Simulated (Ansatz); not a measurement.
MgS: distorted cells

Method: Ansatz, DFT PBE, scalar-relativistic, plane waves, PAW.

Plane waves to 420 eV, a k mesh through Γ of 8×8×8 on the computed 2-atom cell and Gaussian smearing (0.02 eV); no spin polarisation.

Reference cell:

```
Mg S
1.0
     0.00000    2.83312    2.83312
     2.83312    0.00000    2.83312
     2.83312    2.83312    0.00000
Mg S
1 1
Direct
  0.00000 0.00000 0.00000
  0.75000 0.75000 0.75000
```

Each variant moves atoms of this cell by the vectors given, if any (Å), and then applies a symmetric strain (tensor components, Cartesian axes). The reference cell isn't relaxed at this level. Energies are per atom at zero smearing, counted from the lowest variant. Pressure is positive in compression.

1. strain (xx yy zz yz xz xy, %) -4.37 -3.70 -3.36 -0.07 1.00 0.81; moves: Mg1 (0.039, 0.136, -0.049); S2 (-0.039, -0.136, 0.049)
2. no strain; moves: S2 (0.032, -0.023, 0.022)
3. strain (xx yy zz yz xz xy, %) 2.59 4.32 2.60 3.00 0.84 -1.47; moves: Mg1 (-0.015, 0.099, -0.006); S2 (0.015, -0.099, 0.006)
4. no strain; moves: Mg1 (0.000, 0.375, 0.000)
5. no strain; moves: S2 (0.000, 0.045, 0.000)
6. strain (xx yy zz yz xz xy, %) 3.97 4.29 4.29 1.00 0.41 0.41; moves: Mg1 (0.171, 0.129, 0.129); S2 (-0.171, -0.129, -0.129)
7. strain (xx yy zz yz xz xy, %) -2.38 -2.38 -2.38 0.00 0.00 0.00
8. strain (xx yy zz yz xz xy, %) 3.07 3.18 3.33 0.50 0.13 0.43; moves: Mg1 (0.169, 0.184, 0.019); S2 (-0.169, -0.184, -0.019)

```csv
variant,ΔE (meV/atom),P (GPa),largest force (eV/Å),gap on mesh (eV),space group
1,?,?,?,?,?
2,0.0,0.99,0.23,3.39,P1
3,?,?,?,?,?
4,185.1,4.18,1.91,3.00,Imm2
5,0.1,0.99,0.25,3.40,Imm2
6,177.1,-1.88,0.79,2.33,Cm
7,29.7,5.87,0.00,3.82,F-43m
8,299.2,1.18,3.03,2.47,P1
```

Task: Give the withheld rows.

Result:
| variant | ΔE (meV/atom) | P (GPa) | largest force (eV/Å) | gap on mesh (eV) | space group |
| --- | --- | --- | --- | --- | --- |
| 1 | 290.1 | 13.55 | 3.15 | 3.47 | P1 |
| 3 | 83.2 | -2.42 | 1.00 | 2.74 | P1 |

This zinc-blende form isn't the usual stable structure of the compound.